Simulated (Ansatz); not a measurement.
# PbSe (Fmm2): the equilibrium volume

At what volume is PbSe (Fmm2) free of pressure?

Program: Ansatz 0.2.0. Level of theory: DFT PBE, scalar-relativistic, plane waves, PAW. These are calculated values, not measurements.

1 further run of the same task is left out (it didn't finish).

### 1 The system as given

The structure is orthorhombic, space group Fmm2 (No. 42). Conventional cell: a = 6.236 Å, b = 24.002 Å, c = 6.251 Å, α = 90.00°, β = 90.00°, γ = 90.00°. Pb (site symmetry m) is surrounded by 5 Se at 2.83 to 3.21 Å. Around Se (site symmetry m) lie 5 Pb at 2.83 to 3.21 Å.

Coordinates:

```cif
data_structure
_symmetry_space_group_name_H-M 'P 1'
_symmetry_Int_Tables_number 1
_cell_length_a 12.4011
_cell_length_b 4.4149
_cell_length_c 12.3993
_cell_angle_alpha 79.769
_cell_angle_beta 20.509
_cell_angle_gamma 79.722
_cell_volume 233.91
loop_
_atom_site_label
_atom_site_type_symbol
_atom_site_fract_x
_atom_site_fract_y
_atom_site_fract_z
_atom_site_occupancy
Pb1 Pb 0.19073 0.80527 0.19473 1
Pb2 Pb 0.80527 0.19073 0.80927 1
Se1 Se 0.67442 0.29558 0.70442 1
Se2 Se 0.29558 0.67442 0.32558 1
```

### 2 Full relaxation

Contents of input.yaml:

```yaml
crystal:
  lattice:
    - [0.0, 12.000799, 3.125442]
    - [3.118151, 0.0, 3.125442]
    - [3.118151, 12.000799, 0.0]
  atoms:
    - { symbol: Pb, position: [0.19073, 0.805267, 0.194733] }
    - { symbol: Pb, position: [0.805267, 0.19073, 0.80927] }
    - { symbol: Se, position: [0.674423, 0.295581, 0.704419] }
    - { symbol: Se, position: [0.295581, 0.674423, 0.325577] }
basis:
  ecutwfc: 420
  ecutrho_ratio: 4
kpoints:
  mp_grid: { grid: [8, 8, 8] }
hamiltonian:
  xc: pbe
scf:
  occupations: { method: gaussian, width: 0.05 }
output:
  forces: true
  stress: true
  eigenvalues: true
relax:
  f_tol: 0.01
  max_steps: 60
  cell: { stress_tol: 0.04 }
```

Run with:

```bash
ansatz run input.yaml --threads 4 --pin off --max-ram 9216MiB --backend cpu --events-out ev --progress --plain --runs-dir out
```

Before running it: what results should come out? Wanted: volume; pressure; conventional cell; gap on the mesh.

**Answer**, as computed:

| quantity | value |
| --- | --- |
| volume | 58.321 Å³/atom |
| pressure | 0.00 GPa |
| conventional cell | a = 6.236 Å, b = 23.999 Å, c = 6.236 Å, α = 90.00°, β = 90.00°, γ = 90.00° |
| gap on the mesh | 1.54 eV |

**Reading.** The volume stayed near 58.32 Å³/atom, where the pressure is zero within 0.01 GPa. Spin–orbit coupling is left out, though the cell holds Pb; in elements this heavy it can shift levels and gaps by tenths of an eV. No dispersion term is included, so distances between weakly bound layers or units are the least certain numbers.

These are semilocal Kohn-Sham gaps, which aren't the measured quantity. Such gaps usually fall short of the measured ones; spin-orbit coupling, left out here, narrows gaps with Pb, so the two errors partly cancel.
